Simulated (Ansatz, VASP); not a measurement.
## BN (d4): VASP beside Ansatz

```
B N
1.0
     2.50701    0.00000    0.00000
    -1.25351    2.17114    0.00000
     0.00000    0.00000    6.55231
B N
2 2
Cartesian
  0.0000 1.4474 1.6381
  1.2535 0.7237 4.9142
  0.0000 1.4474 4.9142
  1.2535 0.7237 1.6381
```

Alike in both runs: functional PBE; dispersion D4; k mesh 12 × 12 × 4; occupations gaussian, width 0.02 eV; no spin polarisation.

Ansatz relaxed the structure, and its values are those at the end. VASP's run is a single point on that final structure, the one shown.

```csv
,VASP,Ansatz
version,VASP 6.6.1,Ansatz 0.2.0
potentials or method,"VASP PAW PBE potentials, release 64 (B, N)","scalar-relativistic, plane waves, PAW"
plane-wave cutoff (eV),520,420
valence electrons in the cell,16,16
```

```csv
,VASP,Ansatz,Ansatz less VASP
gap on the k mesh at the Fermi level (eV),4.24,4.25,+0.007
least direct gap on the mesh (eV),4.63,4.63,+0.003
pressure (GPa),0.1,0.0,-0.08
```

A k mesh can miss the band edges. A hybrid or GW would open this gap; PBE tends to underestimate it.
